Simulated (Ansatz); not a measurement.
## Calculated core-electron binding energies for CaF₂

Cell: a Materials Project structure (computed, not necessarily an observed phase), taken as it stands, repeated to a supercell; a hole's nearest image is 7.8 Å away.

Space group Fm-3m (No. 225); a = 5.5161 Å.

| site | Wyckoff | site symmetry | x | y | z |
| --- | --- | --- | --- | --- | --- |
| Ca1 | 4a | m-3m | 0.0000 | 0.0000 | 0.0000 |
| F9 | 8c | -43m | 0.7500 | 0.7500 | 0.7500 |

One atom of each set is listed; the run and its k-mesh use a cell of 24 atoms with edges of 7.80, 7.80, 7.80 Å.

All values are calculated (Ansatz; DFT, PBE, plane waves and PAW, scalar-relativistic, 420 eV cutoff, Γ-centred 3×3×3 k-points, fixed occupations), not measured.

Each value is a total-energy difference between the cell with one core hole and the ground state (ΔSCF), counted from the top of the valence band. The cell with the hole is spin-polarised, as the shell with the hole is left with one unpaired spin. The periodic images are corrected with the calculated ε∞ = 2.26.

**Question.** Give the Ca 2p, F 1s lines of each distinct site.

**Answer.** 

```csv
line,atom,first shell,E_B (eV),j = l + ½ / j = l − ½ (eV)
Ca 2p,1,8 F at 2.39 Å,343.3,342.1 / 345.7
F 1s,9,4 Ca at 2.39 Å,680.4,–
```

For p, d and f shells E_B is the weighted mean of the two lines, whose splitting comes from the free atom's Dirac orbitals.

The program doubts some values: the potential far from the hole hasn't levelled off; the cell is too small to check the potential alignment. Absolute PBE values can be off by an eV or more. Multiplets, satellites and widths aren't calculated.

Hardware: 1 thread of Arm Neoverse V1 (aarch64; 8 cores open to the job, memory cap 3.0 GiB, no GPU), a shared host with a load of 0.5 a core. Wall time 1.9 min, CPU time 1.9 min, peak memory 0.87 GiB.
